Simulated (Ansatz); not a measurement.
Be: start and end of a relaxation

Recipe of this trial structure of Be: random cell by space group and Wyckoff sites (Immm, No. 71). Its size is a rough estimate.

start.xyz

```xyz
2
Lattice="-1.4350 1.7880 1.7895 1.4350 -1.7880 1.7895 1.4350 1.7880 -1.7895" Properties=species:S:1:pos:R:3 pbc="T T T"
Be    0.0000    1.7880    0.8389
Be    1.4350    0.0000    0.9506
```

Level of theory: DFT PBE, scalar-relativistic, plane waves, PAW in Ansatz 0.2.0. Cutoff 420 eV, Gaussian smearing, Γ-centred meshes. Cell and atoms relax first on a coarse mesh and then on a finer one. In between, the cell is made exact in the group found at 0.06 Å. In metals the finer mesh still leaves noise of several meV/atom or more. The steps can't lower the symmetry of their start. No spin polarisation.

end.xyz

```xyz
1
Lattice="2.1438 0.0000 0.0000 -1.0719 1.8566 0.0000 0.0000 0.0000 2.4548" Properties=species:S:1:pos:R:3 pbc="T T T"
Be    0.0000    0.0000    1.2274
```

The symmetry goes from Immm (No. 71) to P6/mmm (No. 191), and the primitive cell from 2 to 1 atom. The end has the simple hexagonal type. The volume per atom grows by 6.4 %, from 9.2 to 9.8 Å³. The shortest distance goes from 1.68 Å (Be–Be) to 2.14 Å (Be–Be). The energy falls by about 0.78 eV/atom (the start's value is from the coarse mesh). The end is written in a standard setting, so origin, axes and order of atoms can differ from the start's.

```json
{
 "Volume per atom": "9.77 Å³",
 "Density": "1.53 g/cm³",
 "Energy over the standard state": "+0.51 eV/atom",
 "Gap on the 30×30×22 mesh of the 1-atom cell": "0 eV (a metal)"
}
```

Energies count from the standard state of Be at the same level. It lies above the standard state, so it could only be metastable.

The last run used Gaussian smearing of 0.10 eV. Symmetry constrained the relaxation, so the result can be a saddle point. In all, the 3 runs took 60 s on 1 thread of Arm Neoverse N1 (shared host). Another cell of Be relaxed alike, in I4/mcm, lies 0.39 eV/atom lower, so this cell isn't the stable form at this level.
